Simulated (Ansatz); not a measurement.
Density of states of K2S (Fm-3m, a = 7.461 Å, b = 7.461 Å, c = 7.461 Å, α = 90.00°, β = 90.00°, γ = 90.00°), in states per eV and primitive cell, averaged over bins of 0.4 eV. Method: DFT PBE, scalar-relativistic, plane waves, PAW in Ansatz.

Plane waves to 420 eV, a k mesh through Γ of 6×6×6 on the computed 3-atom cell and Gaussian smearing (0.02 eV); no spin polarisation.

The cell is relaxed at this level. The states (both spins) are summed by tetrahedra on a 9×9×9 mesh at the self-consistent density. Energies are bin centres; the table starts no lower than −8 eV and ends at 6 eV, or lower where the solved bands end.

The gap is 2.32 eV at this level, with the zero inside it.

```csv
E − E_F (eV),total,S 3p,K 4s,S 3s,K 3p
-1.75,4.83,3.85,0.83,0.03,0.04
-1.35,10.17,9.55,0.24,0.00,0.09
-0.95,0.00,0.00,0.00,0.00,0.00
-0.55,0.00,0.00,0.00,0.00,0.00
-0.15,0.00,0.00,0.00,0.00,0.00
0.25,0.00,0.00,0.00,0.00,0.00
0.65,0.00,0.00,0.00,0.00,0.00
1.05,0.00,0.00,0.00,0.00,0.00
1.45,0.08,0.01,0.06,0.01,0.00
1.85,0.20,0.02,0.14,0.03,0.00
2.25,0.47,0.05,0.24,0.04,0.00
2.65,2.97,0.23,0.98,0.08,0.02
3.05,1.22,0.14,0.58,0.03,0.01
3.45,0.06,0.01,0.03,0.00,0.00
3.85,0.84,0.02,0.30,0.03,0.00
4.25,4.50,0.14,1.63,0.09,0.01
4.65,4.55,0.17,0.97,0.01,0.00
5.05,3.34,0.11,0.84,0.01,0.00
5.45,1.52,0.01,0.21,0.00,0.00
```

The columns after the total are the main Löwdin projections on the occupied valence shells of the potentials; 1 other is left out. The rest of the total lies in those, in shells that are empty in the free atom, which aren't projected, and between the atoms.

Cost: 1 run of about 0.3 core-minutes, on Intel Xeon Platinum 8375C (Ice Lake) (shared hosts).